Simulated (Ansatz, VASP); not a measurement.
This is a calculation of Ni for VASP 6.6.1.

File INCAR:

```
PREC = Accurate
ENCUT = 520
EDIFF = 1E-7
ISMEAR = -1
SIGMA = 0.05
LREAL = F
LASPH = T
NELM = 150
ALGO = Normal
ISIF = 2
LWAVE = F
LCHARG = F
ISPIN = 2
MAGMOM = 1
LORBIT = 11
LMAXMIX = 4
NBANDS = 15
```

Contents of KPOINTS:

```
Automatic mesh
0
Gamma
  13 13 13
```

The input POSCAR:

```
Ni
1.0
    0.0000000000      1.7375729330      1.7375729330
    1.7375729330      0.0000000000      1.7375729330
    1.7375729330      1.7375729330      0.0000000000
Ni
1
Direct
    0.0000000000      0.0000000000      0.0000000000
```

Potentials or basis: VASP PAW LDA potentials, release 64 (Ni).

Command:

```sh
$ cat potpaw_LDA.64/Ni/POTCAR > POTCAR
$ mpirun -np 1 vasp_std > vasp.out
```

**Question.** Translate it to Ansatz 0.2.0. Potentials there: all-electron LAPW, scalar-relativistic.

**Answer.** As run (the cutoff follows the program's own potentials):

input.yaml

```yaml
crystal:
  lattice:
    - [0.0, 1.737572933, 1.737572933]
    - [1.737572933, 0.0, 1.737572933]
    - [1.737572933, 1.737572933, 0.0]
  atoms:
    - { symbol: Ni, position: [0.0, 0.0, 0.0], spin: 1.0 }
kpoints:
  mp_grid: { grid: [13, 13, 13] }
scf:
  occupations: { method: fermi_dirac, width: 0.05 }
hamiltonian:
  xc: lda
  pseudopotentials: { kind: all_electron, lapw: { basis_error: 0.001 } }
magnetization:
  spin_polarized: true
output:
  forces: true
  stress: true
  eigenvalues: true
```

Potentials or basis: all-electron LAPW, scalar-relativistic.

Run with:

```console
$ ansatz run input.yaml --threads 2 --pin off --max-ram 6144MiB --backend cpu --events-out ev --progress --plain --runs-dir out
```

Both were run:

|  | VASP | Ansatz | Ansatz less VASP |
| --- | --- | --- | --- |
| gap on the k mesh at the Fermi level (eV) | none | none | - |
| pressure (GPa) | -10.1 | -10.3 | -0.15 |
| net moment per atom (μB) | 0.62 | 0.62 | +0.007 |
| size of the moment on the site where the two differ most (μB) | 0.62 | 0.64 | +0.023 |

Site moments also hang on the region over which each program counts them. A gap of «none» marks a metal or a gap that the smearing closes. Ansatz ran all-electron here, so the differences hold the error of VASP's frozen core and of both bases.
